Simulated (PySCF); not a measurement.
Structure problem from calculated spectra and properties.

Elements present: C, H and O. Monoisotopic mass: 58.0419 u.

| Property | Result |
| --- | --- |
| NMR, other nuclei | isotropic shieldings of nuclei other than C and H, by class: -307 (1 O) ppm [GIAO KT2/pcSseg-2] |
| Polarisability | 41.3 au [wB97X-D/def2-SVPD] |
| Couplings | largest of the computed one-bond spin–spin couplings (means over like bonds): 13C–1H +134.0 (×6), 13C–13C +42.6 (×2), 17O–13C +33.7 Hz [B3LYP/pcJ-1, spin–dipole term left out] |
| 1H NMR | chemical shifts (computed TMS as zero) by class: 2.03 (6 H) ppm [GIAO KT2/pcSseg-2] |
| Triplet | lowest triplet excitation (Tamm–Dancoff): 3.97 eV [TDA wB97X-D/def2-SVPD] |
| Rotational structure | rotational constants A, B, C: 10.190, 8.556, 4.937 GHz [PBE0-D3(BJ)/def2-SVP] |
| 13C NMR | chemical shifts (computed TMS as zero) by class: 200.7 (1 C), 30.0 (2 C) ppm [GIAO KT2/pcSseg-2] |
| Dipole | 3.16 D [wB97X-D/def2-SVPD] |

The electronic properties come from PySCF, for the isolated species, density fitting. Levels stand in brackets. Isolated species at its PBE0-D3(BJ)/def2-SVP geometry, gas phase. NMR classes are plain means over equivalent atoms (diastereotopic ones count apart unless rotation or inversion swaps them), as if these changed places fast.

Problem. Which formula fits the mass and the elements?

Solution. C3H6O (calculated 58.0419). No other formula that holds each of these elements comes within 0.0003 u with a fitting electron parity and a possible valence count.

Problem. Give a SMILES that accounts for the data.

Solution. Numbering: `[CH3:1][C:2]([CH3:3])=[O:4]`. Its formula, C3H6O, gives 1 degree of unsaturation: 0 rings and 1 π bond in the structure found. 3 carbons fall into 2 classes; from least to most shielded: ketone carbonyl carbon [C2] (200.7 ppm), methyl carbon next to a carbonyl [C1/C3] (30.0 ppm, 2 C). All hydrogens form one class (2.03 ppm): methyl hydrogen. The other shieldings belong to: -307 ppm, ketone oxygen [O4]. The couplings run between: +134.0 Hz, methyl carbon next to a carbonyl [C1] and its hydrogen (with 5 like pairs); +42.6 Hz, methyl carbon next to a carbonyl [C1] and ketone carbonyl carbon [C2] (with 1 like pair); +33.7 Hz, ketone oxygen [O4] and ketone carbonyl carbon [C2]. By its constants the optimised geometry is an asymmetric top. Structure: acetone, `CC(C)=O`. Computed isomers that give other values at the same levels: `C1COC1` (rotational constant A: 12.239 GHz; this holds for the one conformer computed); `C[C@@H]1CO1` (rotational constant A: 18.473 GHz; this holds for the one conformer computed); `CCC=O` (rotational constant A: 16.795 GHz; this holds for the one conformer computed). The assignments are read from this structure; whether some other isomer fits the data as well wasn't checked.
